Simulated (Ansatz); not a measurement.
MnO, DFT, PBE, PAW with Ansatz's default frozen-core files, scalar-relativistic (Ansatz 0.2.0), run on 1 thread of Intel(R) Xeon(R) 6975P-C (Granite Rapids) on a shared host.

The cell is COD entry 1514105, as deposited and not checked against the literature; nothing was relaxed. The listed cell was then made from it by scaling, straining or moving an atom.

Command: `ansatz run input.yaml --threads 1 --pin off --max-ram 3072MiB --backend cpu --events-out ev --progress --plain --runs-dir out`

```yaml
crystal:
  lattice:
    - [-0.02222, 2.21089, 2.21089]
    - [2.21089, -0.02222, 2.21089]
    - [2.21089, 2.21089, -0.02222]
  atoms:
    - { symbol: Mn, position: [0.0, 0.0, 0.0], spin: 4.0 }
    - { symbol: O, position: [0.5, 0.5, 0.5] }
magnetization:
  spin_polarized: true
kpoints:
  mp_grid: { grid: [16, 16, 16] }
scf:
  occupations: { method: fermi_dirac, width: 0.05 }
hamiltonian:
  xc: pbe
  pseudopotentials: { kind: paw }
output:
  forces: true
  stress: true
  eigenvalues: true
  efg: { contact_densities: true }
  write_density: true
  write_potential: true
  elf: true
  volumetric_format: npy
```

Question: How large is the problem that the program sets up?

Answer: 417 irreducible k-points, 411 plane waves at Γ, 17 bands.

Question: About how long does it take, and how much memory does it use?

Answer: 16 s of wall time for 11 SCF iterations, with a peak of 0.62 GiB. Times on shared machines scatter by tens of per cent.

Question: And the same cell and mesh by crystal-made all-electron datasets, asked for forces, stress, eigenvalues, efg, on the same hardware?

Answer: 65 s, peak memory 1.4 GiB.
